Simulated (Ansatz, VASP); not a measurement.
Given: the input of a run of VASP 6.6.1 on Rh.

File INCAR:

```
PREC     = Accurate       # precision mode
ENCUT    = 520            # plane-wave cutoff, eV
EDIFF    = 1E-7           # SCF threshold, eV
ISMEAR   = -1             # smearing method
SIGMA    = 0.05           # smearing width, eV
LREAL    = F              # projectors in reciprocal space
LASPH    = T              # aspherical terms in the spheres
NELM     = 100            # most SCF steps
ALGO     = Fast           # electronic algorithm
ISIF     = 2              # what is computed and relaxed
LWAVE    = F              # write WAVECAR
LCHARG   = F              # write CHGCAR
GGA      = PE             # functional
NBANDS   = 14             # bands
```

The input KPOINTS:

```
regular mesh
0
Gamma
  12 12 12
```

File POSCAR:

```
Rh
1.0
    0.0000000000      1.9104189093      1.9104189093
    1.9104189093      0.0000000000      1.9104189093
    1.9104189093      1.9104189093      0.0000000000
Rh
1
Direct
    0.0000000000      0.0000000000      0.0000000000
```

Potentials or basis: VASP PAW PBE potentials, release 64 (Rh_pv).

Command:

```bash
$ cat potpaw_PBE.64/Rh_pv/POTCAR > POTCAR
$ mpirun -np 1 vasp_std > vasp.out
```

Problem. Set up the same calculation for Ansatz 0.2.0. Potentials there: Ansatz PAW.

Solution. As run (the cutoff follows the program's own potentials):

The input input.yaml:

```yaml
crystal:
  lattice:
    - [0.0, 1.9104189093, 1.9104189093]
    - [1.9104189093, 0.0, 1.9104189093]
    - [1.9104189093, 1.9104189093, 0.0]
  atoms:
    - { symbol: Rh, position: [0.0, 0.0, 0.0] }
hamiltonian:
  xc: pbe
  pseudopotentials: { kind: paw }
kpoints:
  mp_grid: { grid: [12, 12, 12] }
scf:
  occupations: { method: fermi_dirac, width: 0.05 }
output:
  forces: true
  stress: true
  eigenvalues: true
```

Potentials or basis: Ansatz PAW.

Command:

```bash
$ ansatz run input.yaml --threads 2 --pin off --max-ram 5632MiB --backend cpu --events-out ev --progress --plain --runs-dir out
```

Both were run:

|  | VASP | Ansatz | Ansatz less VASP |
| --- | --- | --- | --- |
| gap on the k mesh at the Fermi level (eV) | none | none | - |
| pressure (GPa) | 1.7 | 1.7 | -0.03 |

A gap of «none» marks a metal or a gap that the smearing closes. The functional is the same, so the differences come from potentials, cutoffs and numerics. The two sets of potentials don't hold the same shells in valence.
